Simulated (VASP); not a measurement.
Crystal: AlN.

```
CELL_PARAMETERS angstrom
3.31212 0.00000 0.00000
-1.65606 2.86838 0.00000
0.00000 0.00000 4.18756
ATOMIC_POSITIONS crystal
Al 0.66667 0.33333 0.25000
Al 0.33333 0.66667 0.75000
N 0.66667 0.33333 0.75000
N 0.33333 0.66667 0.25000
```

Measurements of this composition are mostly on another form, of space group No. 186.

Program: VASP 6.6.1. Alike in all runs: no spin polarisation; cell as given.

Problem. Order these runs on this cell by their pressure, lowest first.
A. level PBE; potentials or basis VASP PAW PBE potentials, release 64 (Al_GW, N_GW); k mesh 5 × 5 × 4; cutoff (eV) 500; smearing gaussian 0.02 eV; mesh quality coarse
B. level SCAN0+rVV10; potentials or basis VASP PAW PBE potentials, release 64 (Al, N); k mesh 5 × 5 × 4; cutoff (eV) 520; smearing gaussian 0.01 eV; grid for exact exchange (PRECFOCK) Fast; exchange at q = 0 default; other keys LASPH = no; mesh quality coarse
C. level LDA; potentials or basis VASP PAW LDA potentials, release 54 (Al, N); k mesh 9 × 9 × 7; cutoff (eV) 520; smearing gaussian 0.1 eV; mesh quality not flagged
D. level PBEsol; potentials or basis VASP PAW PBE potentials, release 64 (Al, N); k mesh 11 × 11 × 8; cutoff (eV) 900; smearing gaussian 0.05 eV; mesh quality not flagged
E. level PBE0; potentials or basis VASP PAW PBE potentials, release 54 (Al, N); k mesh 5 × 5 × 4; cutoff (eV) 500; smearing tetrahedron; grid for exact exchange (PRECFOCK) Fast; exchange at q = 0 truncated; mesh quality coarse

Solution. B (-10.0 GPa), C (-8.2 GPa), E (-5.9 GPa), D (-3.4 GPa), A (-0.8 GPa).

Caveats: some runs use coarse meshes; the PAW data sets were made with another functional, which shifts forces and pressure a little (some runs); the cutoff is under 1.25 times the usual one of these potentials, so pressure, stress and relaxed cells hold a basis-set (Pulay) error (some runs).
